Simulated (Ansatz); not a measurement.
Runs of Ansatz 0.2.0 on Ga2O3. It takes space group C2/m (No. 12, monoclinic). The conventional cell has a = 12.214 Å, b = 3.037 Å, c = 5.798 Å, α = 90.00°, β = 103.83°, γ = 90.00°. Ga (site symmetry m) is surrounded by 6 O at 1.94 to 2.07 Å. Ga (site symmetry m) is surrounded by 4 O at 1.83 to 1.86 Å. O (site symmetry m) has 3 Ga at 1.83 to 1.94 Å as nearest neighbours. Around O (site symmetry m) lie 4 Ga at 1.86 to 2.07 Å. O (site symmetry m) is surrounded by 3 Ga at 1.83 to 1.94 Å. 

```tsv
task	level	cell	k mesh	cutoff (eV)	points for each segment of the path	gap on the mesh (eV)	pressure (GPa)	largest force (eV/Å)
single point	PBE	as given	9 × 9 × 5	350	-	2.43	9.4	0.22
band structure	PBE	as given	9 × 9 × 5	420	10	(b)	9.6	0.22
single point	PBE	as given	12 × 12 × 7	420	-	2.43	9.6	0.22
relaxation of cell and atoms	r2SCAN+D3(BJ)	relaxed	9 × 9 × 5	500	-	3.10	0.0	-
band structure	RPBE	as given	9 × 9 × 5	420	10	2.54	14.6	(a)
```

Alike in all rows: potentials or basis Ansatz PAW; no spin polarisation; smearing fermi-dirac 0.05 eV.

Q: Estimate the missing entries.

A: (a) 0.30; (b) 2.44.

Caveats: odd divisions of the mesh miss points on the zone boundary, where band edges often lie, so the gap on the mesh can be too wide (some runs); the PAW data sets come from PBE, with cores solved anew for the run's functional, which leaves a small shift of forces and pressure (some runs); the pressure holds a Pulay correction of +7.1 GPa for the finite cutoff (some runs); the cutoff lies under the one recommended for these potentials (some runs); the plane-wave basis is chosen anew once the cell has moved, so the energies of steps on either side of that aren't comparable (some runs); the dispersion damping was fitted for another functional or another form of the correction (some runs).

A k mesh can miss the band edges, and the runs leave out spin-orbit coupling on Ga.
